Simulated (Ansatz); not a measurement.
# BeS: a single-point run

Wanted: a converged single-point run for BeS, and a check of what comes out. The structure is shown as the input types it. The cell is built on a prototype (CsCl type) and needn't be the phase found in nature.

Program: Ansatz 0.2.0. Level of theory: density functional or hybrid calculation with the settings of its input, plane waves. These are calculated values, not measurements.

2 further runs of the same task are left out: 1 for a known fault of the program, 1 that didn't finish. Runs told in other sessions of the task aren't counted.

### 1 The structure to begin with

It takes space group Pm-3m (No. 221, cubic). Conventional cell: a = 2.941 Å, b = 2.941 Å, c = 2.941 Å, α = 90.00°, β = 90.00°, γ = 90.00°. Be (site symmetry m-3m) is surrounded by 8 S at 2.55 Å. S (site symmetry m-3m) has 8 Be at 2.55 Å in its first shell of neighbours.

Coordinates:

```xyz
2
Lattice="2.9414 0.0000 0.0000 0.0000 2.9414 0.0000 0.0000 0.0000 2.9414" Properties=species:S:1:pos:R:3 pbc="T T T"
Be    0.0000    0.0000    0.0000
S     1.4707    1.4707    1.4707
```

### 2 Input and run

input.yaml reads:

```yaml
crystal:
  lattice:
    - [2.9413850405, 0.0, 0.0]
    - [0.0, 2.9413850405, 0.0]
    - [0.0, 0.0, 2.9413850405]
  atoms:
    - { symbol: Be, position: [0.0, 0.0, 0.0] }
    - { symbol: S, position: [0.5, 0.5, 0.5] }
kpoints:
  mp_grid: { grid: [4, 4, 4] }
hamiltonian:
  xc: { exchange: pbe, correlation: pbe, exx: { coeff: 1.5, omega: 0.5 } }
scf:
  occupations: { method: fermi_dirac, width: 0.02 }
  n_extra_bands: 4
output:
  forces: true
  stress: true
  eigenvalues: true
```

The run is started by

```console
$ ansatz run input.yaml --threads 4 --pin off --max-ram 3686MiB --backend cpu --events-out ev --progress --plain --runs-dir out
```

**Question.** How will this run end, and is anything wrong with its input?

The program refused the input before any cycle. Its message: «invalid value for `hamiltonian.xc.exx.coeff`: must be finite and in (0, 1]; got 1.5»

The suspect setting: hamiltonian.xc.exx.coeff is 1.5. The program checks this value's range before starting, and it fails the check.

Fix: set hamiltonian.xc.exx.coeff to 0.35.
